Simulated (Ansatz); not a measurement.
**Calculated electrostatic potentials at the O nuclei for Ba3TiO5**

Cell: a computed structure from the Materials Project (it need not be an observed phase), atoms as given.

Space group I4/mcm (No. 140); a = 7.3532, c = 11.9443 Å.

| site | Wyckoff | site symmetry | x | y | z |
| --- | --- | --- | --- | --- | --- |
| Ba1 | 4a | 422 | 0.0000 | 0.0000 | 0.2500 |
| Ba3 | 8h | m.2m | 0.6787 | 0.1787 | 0.0000 |
| Ti | 4b | -42m | 0.0000 | 0.5000 | 0.2500 |
| O9 | 16l | ..m | 0.1388 | 0.6388 | 0.1572 |
| O17 | 4c | 4/m.. | 0.0000 | 0.0000 | 0.0000 |

One atom of each set is listed; the run and its k-mesh use a cell of 18 atoms with edges of 7.92, 7.92, 7.92 Å.

Method: Kohn–Sham DFT in Ansatz, PBE, plane waves and PAW (field gradients read without the response of the frozen cores, which leaves them typically 4 to 6 % off), scalar-relativistic, 420 eV cutoff, Γ-centred 4×4×4 k-points, Fermi–Dirac smearing 0.02 eV.

The potential at a nucleus is that of all electrons and the other nuclei. A higher potential binds the core electrons more strongly, so differences between sites of one element are the initial-state part of core-level shifts.

(1) Rank the O sites by the potential at the nucleus, lowest first, and give each against the lowest.
A. O17: 6 Ba at 2.70–2.99 Å
B. O9: 1 Ti at 1.82 Å; also 5 Ba at 2.67–3.05 Å

Answers

(1) A (0.00 V), B (1.48 V).
